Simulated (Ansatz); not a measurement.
## What internal relaxation does to the elastic constants of InSe

Method: DFT PBEsol, scalar-relativistic, plane waves, PAW (Ansatz). Cutoff 420 eV, 8×8×6 k-points (Γ-centred), fixed occupations. No spin polarisation.

Equilibrium structure at this level:
```xyz
4
Lattice="5.8746 -2.0553 -0.0054 5.8746 2.0553 -0.0054 -1.6051 0.0000 4.2720" Properties=species:S:1:pos:R:3 pbc="T T T"
In   10.3608    0.0000    0.1146
In   -0.2167    0.0000    4.1466
Se    6.6692    0.0000    2.7161
Se    3.4750    0.0000    1.5452
```

Clamped-ion constants (GPa, Voigt order; atoms follow the strain homogeneously):
C11 = 135.3, C12 = 28.7, C13 = 38.4, C15 = 11.3, C22 = 102.3, C23 = 46.5, C25 = -16.2, C33 = 70.8, C35 = 15.7, C44 = 43.3, C46 = -19.2, C55 = 45.8, C66 = 34.6 GPa; the others vanish.

Task: What are the constants once the atoms relax in each strained cell?

Result:
C11 = 112.6, C12 = 30.4, C13 = 31.1, C15 = 0.6, C22 = 75.3, C23 = 17.5, C25 = -11.9, C33 = 23.4, C35 = 7.0, C44 = 17.4, C46 = -7.2, C55 = 25.5, C66 = 23.5 GPa; the others vanish.
The Voigt shear modulus goes from 37.7 to 22.1 GPa and the Voigt bulk modulus from 59.5 to 41.0 GPa. Relaxation subtracts ΛᵀK⁻¹Λ/V, with Λ the forces that a strain puts on the atoms and K the zone-centre force constants. At a stable cell this can only lower the diagonal constants, and it acts only for strains that share their symmetry with an optical mode; elsewhere, and where the coupling is weak, the constants hardly move.

This form isn't the usual stable structure of the compound.